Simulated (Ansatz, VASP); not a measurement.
## One calculation of Y, two programs

```xyz
1
Lattice="3.1409 0.0000 0.0000 0.0000 3.1409 0.0000 0.0000 0.0000 3.1409" Properties=species:S:1:pos:R:3 pbc="T T T"
Y     0.0000    0.0000    0.0000
```

Alike in both runs: task single point; functional LDA; k mesh 11 × 11 × 11; occupations fermi-dirac, width 0.1 eV; no spin polarisation.

|  | VASP | Ansatz |
| --- | --- | --- |
| version | VASP 6.6.1 | Ansatz 0.2.0 |
| potentials or method | VASP PAW LDA potentials, release 64 (Y_sv) | plane waves (420 eV) with PAW, scalar-relativistic |
| plane-wave cutoff (eV) | 520 | 420 |
| valence electrons in the cell | 11 | 11 |

```csv
,VASP,Ansatz,Ansatz less VASP
pressure (GPa),-0.1,-0.1,+0.08
```

Ansatz warned: «pseudo_functional_mismatch».
